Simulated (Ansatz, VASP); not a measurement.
## One calculation of Au, 4 ways

The starting cell:

```
Au
1.0
     0.00000    2.03500    2.03500
     2.03500    0.00000    2.03500
     2.03500    2.03500    0.00000
Au
1
Direct
  0.00000 0.00000 0.00000
```

Alike in all runs: task relaxation of cell and atoms; functional PBE; k mesh 11 × 11 × 11; occupations fermi-dirac, width 0.05 eV; no spin polarisation; no spin-orbit coupling.

```json
{"program and potentials": "Ansatz, all-electron LAPW, scalar-relativistic", "plane-wave cutoff (eV)": "-", "notes": "-", "equilibrium volume (Å³/atom)": "17.96"}
{"program and potentials": "VASP, PBE PAW files Au, 600 eV", "plane-wave cutoff (eV)": "600", "notes": "-", "equilibrium volume (Å³/atom)": "17.94"}
{"program and potentials": "VASP, PBE PAW files Au, release 54, 580 eV", "plane-wave cutoff (eV)": "580", "notes": "-", "equilibrium volume (Å³/atom)": "17.94"}
{"program and potentials": "VASP, PBE PAW files Au, release 54, 600 eV", "plane-wave cutoff (eV)": "600", "notes": "-", "equilibrium volume (Å³/atom)": "17.95"}
```

The equilibrium volume spans 17.94 (VASP, PBE PAW files Au, 600 eV) to 17.96 Å³/atom (Ansatz, all-electron LAPW, scalar-relativistic), with all-electron results at 17.96. Relaxations stop with a little pressure left, so the last digit of a volume isn't settled.

Differences between rows come from potentials, basis sets and numerical settings, since the functional is the same but for its coding. Runs on potential files found faulty are left out.

The four volumes agree so closely that the PAW description of gold's core and its 5d and 6s valence states reproduces the all-electron equilibrium volume well. The spread from 17.94 to 17.96 Å³/atom gives no basis for ranking the potentials or the two cutoffs.

All four runs expand the starting cell, which is close to the measured lattice of gold, so the shared result is a volume that is clearly too large. The likely main cause is PBE itself: its gradient correction tends to underbind the late 5d metals, where cohesion combines a broad 6s band with 5d hybridisation and attraction between polarisable, nearly filled d shells. PBE describes the nonlocal part of that attraction poorly. The missing spin-orbit coupling may also contribute, though probably less, as scalar relativity already includes the 6s contraction that shortens and strengthens the bonds in gold. Agreement between codes therefore supports the numerical reliability of the PBE volume, not its physical accuracy, and it doesn't test the stiffness or the band structure.
